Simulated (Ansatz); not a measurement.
Method: Ansatz 0.2.0, DFT PBE, scalar-relativistic, plane waves, PAW. Several structures of Na2Cl3 were relaxed, and the powder pattern of one of them was computed from 10° to 70° in 2θ (λ = 1.5406 Å; lines under 1 % are left out).

Cu Kα1 powder pattern (kinematic, no thermal factors).
```
2θ (°)  relative intensity
 10.35                  81
 19.24                 100
 20.78                  31
 21.89                   9
 29.30                  80
 34.59                  32
 37.09                  28
 39.05                  49
 40.51                   9
 42.11                  69
 42.30                  11
 43.88                  20
 44.64                  11
 45.21                   2
 46.85                   5
 53.61                   3
 54.95                  16
 56.41                  14
 57.52                   3
 58.92                  14
 60.17                   4
 60.78                   4
 61.21                   3
 62.58                   4
 64.83                  12
 65.52                   3
 67.89                   7
 68.29                   5
 68.99                   2
 69.45                   4
```

Question: Which structure gives it?
A.

```
Na Cl
1.0
     4.86963    0.00000    0.00000
    -2.43482    4.21723    0.00000
     0.00000    0.00000    6.01162
Na Cl
2 3
Direct
  0.33333 0.66667 0.21982
  0.66667 0.33333 0.78018
  0.00000 0.00000 0.00000
  0.33333 0.66667 0.69253
  0.66667 0.33333 0.30747
```

B.

```
Na Cl
1.0
     3.73608    2.15703    5.41455
    -3.73608    2.15703    5.41455
     0.00000   -4.31406    5.41455
Na Cl
4 6
Direct
  0.86138 0.86138 0.86138
  0.63862 0.63862 0.63862
  0.13862 0.13862 0.13862
  0.36138 0.36138 0.36138
  0.04837 0.45163 0.75000
  0.75000 0.04837 0.45163
  0.45163 0.75000 0.04837
  0.95163 0.54837 0.25000
  0.25000 0.95163 0.54837
  0.54837 0.25000 0.95163
```

C.

```
Na Cl
1.0
     4.60965    0.00000    0.00000
     0.00000    4.60965    0.00000
     0.00000    0.00000    8.54061
Na Cl
2 3
Direct
  0.00000 0.00000 0.69745
  0.00000 0.00000 0.30255
  0.00000 0.00000 0.00000
  0.00000 0.50000 0.50000
  0.50000 0.00000 0.50000
```

Answer: C. Its strongest line, at 2θ = 19.24°, has d = λ/(2 sin θ) = 4.610 Å and is the (1 0 0) reflection of the conventional P4/mmm cell with a = 4.610 Å, c = 8.541 Å. The others have their strongest lines at 36.9° (A); 29.0° (B).

The cells needn't be stable.
